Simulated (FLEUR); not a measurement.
# Energy and spin moment of CoO (R-3m) under a fixed total moment, all-electron PBE

A cobalt ion in CoO has seven d electrons, which can give three unpaired spins, but this places one more electron in the upper crystal-field levels than pairing does. How far exchange wins over this cost is the question behind a fixed-moment curve. It matters for magnetic oxides in general, because the curvature around the preferred moment sets how stiff that moment is against changes in its size. Here the total spin moment of the two-atom cell is held at successive values in PBE, with atoms and cell fixed. Energies are free energies per cell relative to the run without spin polarisation, so a negative value means that the polarised state is favoured. One further run leaves the moment free.

## Systems and settings

CoO (R-3m): a computed cell from the Materials Project; 2 atoms in the cell, atoms and cell held. FLEUR MaX-R8.1, all-electron FLAPW in bulk geometry, scalar-relativistic valence, PBE, basis cutoff 4.26 1/bohr, density cutoff 12.8 1/bohr, Fermi-Dirac smearing of 0.05 eV, muffin-tin radii Co 2.50, O 1.41 bohr. Local moments are those inside the muffin-tin spheres. Collinear spins without spin-orbit coupling, 8x8x8 k-points. The total moment is held by two Fermi energies, one for each spin; the row marked free is the unconstrained run, and the row at M = 0 is the run without spin polarisation.

Notes on method and selection:

- Each run ends in the state reached from its start (the fixed-moment runs continue from an earlier run), which may not be the lowest.
- A uniform moment does not probe antiparallel order, which can lie lower.
- At small fixed moments unlike atoms can carry local moments of opposite sign, so the curve need not run smoothly into the unpolarised point.
- Stoner picture: E = M^2 (1/(2N) - I/4) for small M, with N the density of states of both spins at the Fermi energy of the unpolarised run and I the Stoner parameter of the cell.
- A blank cell means that the quantity does not apply to the row, or that its run was not made or gave no value that passed the checks named.
- Cells from the Materials Project can be hypothetical phases.
- Curves that are not smooth, that do not rise at the largest moment or whose runs differ in settings are not tabled.
- Runs that did not converge, have known faults or may not be shown are not listed, and runs on Ansatz's PAW sets soft_1 and soft_2 are kept to separate tables.

Columns:

- fixed moment (μB/cell): total spin moment of the cell, held fixed.
- energy from unpolarised (meV/cell): free energy of the cell less that of the run without spin polarisation.
- Co moment (μB): largest spin moment inside a Co sphere, signed along the total.

## Table of results

| member | fixed moment (μB/cell) | energy from unpolarised (meV/cell) | Co moment (μB) |
| --- | --- | --- | --- |
| M = 0 muB | 0.000 | 0.0 | – |
| M = 0.648 muB | 0.648 | −79.1 | 0.680 |
| M = 1.29 muB | 1.295 | ? | ? |
| M = 1.94 muB | 1.943 | −370.1 | 1.869 |
| M = 2.59 muB | 2.591 | −456.4 | 2.376 |
| M = 2.88 muB, free | 2.878 | −477.2 | 2.577 |
| M = 3.24 muB | 3.238 | −81.2 | 2.779 |
| M = 3.89 muB | 3.886 | 1726.4 | 3.113 |

Cells marked ? are withheld until the estimate has been made.

## Why the values move as they do

Polarisation lowers the energy from the first step, and the unconstrained run settles at 2.878 μB per cell, 477.2 meV below the unpolarised state. This is the lowest energy shown. Forcing the moment higher is expensive: at 3.238 μB most of the gain is gone, and at 3.886 μB the cell lies 1726.4 meV above the unpolarised run.

The slope has a direct meaning. Moving one electron from the minority to the majority spin raises $M$ by 2 μB, so $dE/dM = (E_F^{\uparrow} - E_F^{\downarrow})/2$, with $M$ in μB. It vanishes in the free run, where both spins share one Fermi energy. Between the last two rows the mean slope is (1726.4 + 81.2) / (3.886 − 3.238) = 2790 meV/μB, which corresponds to Fermi energies about 2 × 2790 / 1000 = 5.6 eV apart on average.

Electron counting explains the asymmetry. With seven d electrons, five fill the majority d states and two remain in the minority, which gives 3 μB. Below that count, exchange repays the transfer of electrons into majority d states. Above it, further majority electrons must enter states higher than the d shell. The free moment lies just under this limit, so the majority bands are short of full by about (3 − 2.878) / 2 = 0.061 electrons. A likely reason is that Co–O hybridisation broadens these bands until their top reaches the Fermi energy.

The Co moments fit this picture. From 1.943 to 2.591 μB the Co sphere takes up (2.376 − 1.869) / 0.648 = 0.78 of the added moment, but from 3.238 to 3.886 μB only (3.113 − 2.779) / 0.648 = 0.52. The rest goes to oxygen and the region between the spheres.

The preferred moment found here is that of parallel Co spins. Rock-salt CoO is known to order antiferromagnetically, an arrangement that a uniform moment does not probe.

## Prediction

Plain estimates from the members shown:

- M = 1.29 muB, straight-line interpolation between M = 0.648 muB and M = 1.94 muB: w = (1.295 − 0.648) / (1.943 − 0.648) = 0.500, so −79.1 + 0.500 × (−370.1 − (−79.1)) = −224.5 meV/cell

The straight line gives −224.5 meV/cell but ignores curvature. Used in the same way at 1.943 μB, between 0.648 and 2.591 μB, it gives −79.1 + (1.295 / 1.943) × (−456.4 + 79.1) = −330.6 against the calculated −370.1 meV/cell.

A better route uses the Stoner form, in which $E/M^2$ tends to a constant at small $M$. This quotient is interpolated by a quadratic in $M$ through three rows. Its values in meV/μB² are −79.1 / 0.648² = −188.38, −370.1 / 1.943² = −98.03, −456.4 / 2.591² = −67.98 and −477.2 / 2.878² = −57.61. The weight of each row follows from Lagrange's formula: the product of the distances from the wanted moment to the other two rows, divided by the product of the distances from the row itself to those two, all with their signs.

As a trial, the row at 1.943 μB is left out and the other three are used. Their weights are (1.943 − 2.591) × (1.943 − 2.878) / ((0.648 − 2.591) × (0.648 − 2.878)) = 0.1398, (1.943 − 0.648) × (1.943 − 2.878) / ((2.591 − 0.648) × (2.591 − 2.878)) = 2.1713 and (1.943 − 0.648) × (1.943 − 2.591) / ((2.878 − 0.648) × (2.878 − 2.591)) = −1.3112. This gives 0.1398 × (−188.38) + 2.1713 × (−67.98) − 1.3112 × (−57.61) = −98.40, and −98.40 × 1.943² = −371.5 meV/cell, a miss of 1.4.

For 1.295 μB the rows at 0.648, 1.943 and 2.591 μB have the weights (1.295 − 1.943) × (1.295 − 2.591) / ((0.648 − 1.943) × (0.648 − 2.591)) = 0.3338, (1.295 − 0.648) × (1.295 − 2.591) / ((1.943 − 0.648) × (1.943 − 2.591)) = 0.9992 and (1.295 − 0.648) × (1.295 − 1.943) / ((2.591 − 0.648) × (2.591 − 1.943)) = −0.3330. They give 0.3338 × (−188.38) + 0.9992 × (−98.03) − 0.3330 × (−67.98) = −138.20, and −138.20 × 1.295² = −231.8 meV/cell.

One close trial is too little to set the error. The same quotient can also be interpolated in $M^2$ instead of $M$. The weights are then (1.295² − 1.943²) × (1.295² − 2.591²) / ((0.648² − 1.943²) × (0.648² − 2.591²)) = 0.5004, (1.295² − 0.648²) × (1.295² − 2.591²) / ((1.943² − 0.648²) × (1.943² − 2.591²)) = 0.6422 and (1.295² − 0.648²) × (1.295² − 1.943²) / ((2.591² − 0.648²) × (2.591² − 1.943²)) = −0.1427. This gives (0.5004 × (−188.38) + 0.6422 × (−98.03) − 0.1427 × (−67.98)) × 1.295² = −247.4 meV/cell, and this difference of about 16 is taken as the standard deviation. A change of electronic state between neighbouring runs would be the likeliest reason for a larger miss.

**Committed estimate, M = 1.29 muB: energy from unpolarised = −232 ± 16 meV/cell.**

## The answer

| member | fixed moment (μB/cell) | energy from unpolarised (meV/cell) | Co moment (μB) |
| --- | --- | --- | --- |
| M = 1.29 muB | 1.295 | −222.2 | 1.305 |

| member | estimate | energy from unpolarised (meV/cell) | computed | estimate − computed | miss in error bars |
| --- | --- | --- | --- | --- | --- |
| M = 1.29 muB | committed | −232.0 | −222.2 | −9.8 | 0.6 |
| M = 1.29 muB | interpolation | −224.5 | −222.2 | −2.3 |  |

The committed estimate of −232 ± 16 meV/cell lies 9.8 meV below the computed −222.2, inside its error bar. The straight line missed by only 2.3 meV and did better.

The argument that failed was the one from curvature, which placed the energy below the straight line. The mean slope is (−222.2 + 79.1) / (1.295 − 0.648) = −221 meV/μB before this row and (−370.1 + 222.2) / (1.943 − 1.295) = −228 meV/μB after it, so the energy falls almost linearly here. The trial at 1.943 μB had tested the route where the curve is already flattening towards its minimum, and its small miss did not carry over.

The Stoner form is also of little help at this moment. A parabola through the row at 0.648 μB would give −79.1 × (1.295 / 0.648)² = −316 meV/cell, well below the computed value. A nearly constant slope means that the exchange energy gained by each further spin transfer grows about as fast as its cost in band energy.

## Departures from the trend

The two rows above the free moment leave the trend of the others. At 3.238 μB the energy is −81.2 + 477.2 = 396.0 meV above that of the free run, and at 3.886 μB it is 1726.4 + 477.2 = 2203.6 meV above it. Both departures are upward, as expected once the majority d states are full and added majority electrons have to enter higher states. The preferred moment is therefore much stiffer against growth than against shrinking: the mean slope is (477.2 − 81.2) / (3.238 − 2.878) = 1100 meV/μB to the next row above it, but only (477.2 − 456.4) / (2.878 − 2.591) = 72 meV/μB in size to the next row below.

The moment outside the Co sphere, taken as the total less the Co moment, is compatible with this reading. It rises from 3.238 − 2.779 = 0.459 to 3.886 − 3.113 = 0.773 μB between these rows, which is nearly half of the added moment. This would fit added majority electrons in extended states, emptied minority states with some oxygen character, or both; the moments alone do not separate the two.

The new row fits smoothly between its neighbours. Its Co moment of 1.305 μB slightly exceeds the total, so the rest of the cell still carries a small opposite spin, as it does at 0.648 μB.

## Rules of thumb and their limits

Among the parallel-spin states shown, the energy falls at each step up to the free moment of 2.878 μB and rises at both larger moments. A rise at the largest moment was a condition for tabling the curve, so its presence here says nothing about how common it is.

Straight-line interpolation works near 1.3 μB, where the slope hardly changes. At 1.943 μB, between the rows on either side, it gives (−222.2 − 456.4) / 2 = −339.3 meV/cell and misses by 370.1 − 339.3 = 30.8 meV/cell. It should not be used across the free moment, where the slope changes sharply.

The cell holds one formula unit and 1 meV per formula unit is about 0.096 kJ/mol, so the gain from polarisation is about 477.2 × 0.096 = 46 kJ per mole of CoO. The main omission is a Hubbard U on the Co d states, which would probably favour the high-spin state further, by an amount that these runs cannot give.
